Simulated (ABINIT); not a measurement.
**TiB2 in ABINIT: convergence with cutoff**

Input of the first run (cutoff 17 Ha); the others differ in this setting and in those tied to it:

File run.abi:

```
# Pseudopotentials
pp_dirpath "./"
pseudos "Ti.upf, B.upf"

# Structure
acell 3.0292 3.0292 3.2284 Angstrom
rprim
     1.0000000000     0.0000000000     0.0000000000
    -0.5000000000     0.8660254038     0.0000000000
     0.0000000000     0.0000000000     1.0000000000
ntypat 2
znucl 22 5
natom 3
typat 1 2 2
xred
    -0.0033710000    -0.0139150000    -0.0152660000
     0.6563980000     0.3134780000     0.5027410000
     0.3314890000     0.6664920000     0.4940860000
chkprim 0
chksymtnons 0
tolsym 1.0e-6

# Plane-wave basis
ecut 17.0

# k points
kptopt 1
ngkpt 6 6 5
nshiftk 1
shiftk 0.0 0.0 0.0

# Exchange and correlation
ixc 11

# Bands and occupations
nband 13
occopt 3
tsmear 0.00367493

# SCF cycle
nstep 100
tolvrs 1.0e-10

# Output
iomode 3
prtwf 0
prtden 0
prteig 0
prtebands 0
enunit 2
```

Potentials or basis: PseudoDojo NC SR PBE v0.4.1 standard.

Launch:

```sh
$ abinit run.abi > log 2>&1
```

The cell isn't the ideal one: atoms moved at random, drawn with an rms of 0.05 Å.

Hardware: 1 thread of Arm Neoverse V1 (shared host).

Q: The values tried are 17 Ha, 21 Ha, 25 Ha, 29.5 Ha, 35.5 Ha, 42 Ha, 48.5 Ha, 56.5 Ha, 67 Ha, loosest first. From which on does the largest force stay within 0.005 eV/Å of the tightest run that finished?

A: From 35.5 Ha on.

| cutoff | energy less the tightest run, at zero smearing (meV/atom) | largest force (eV/Å) | SCF cycles | CPU time (s) | peak memory (GiB) |
| --- | --- | --- | --- | --- | --- |
| 17 Ha | 1912.72 | 1.096 | 11 | 23 | 0.06 |
| 21 Ha | 705.60 | 0.901 | 11 | 28 | 0.07 |
| 25 Ha | 210.31 | 0.937 | 12 | 41 | 0.07 |
| 29.5 Ha | 42.06 | 0.945 | 11 | 48 | 0.08 |
| 35.5 Ha | 2.77 | 0.937 | 12 | 66 | 0.09 |
| 42 Ha | 0.37 | 0.937 | 13 | 94 | 0.1 |
| 48.5 Ha | 0.26 | 0.937 | 13 | 110 | 0.11 |
| 56.5 Ha | 0.11 | 0.937 | 13 | 150 | 0.13 |
| 67 Ha | 0.00 | 0.937 | 13 | 200 | 0.16 |

Against the tightest run, the energy stays within 1 meV/atom from 42 Ha on. The tightest run that finished is the yardstick and may itself not be fully converged.

Caveat, for the tightest run too: the k mesh is coarse (spacing up to 0.40 Å⁻¹), so the values aren't converged.
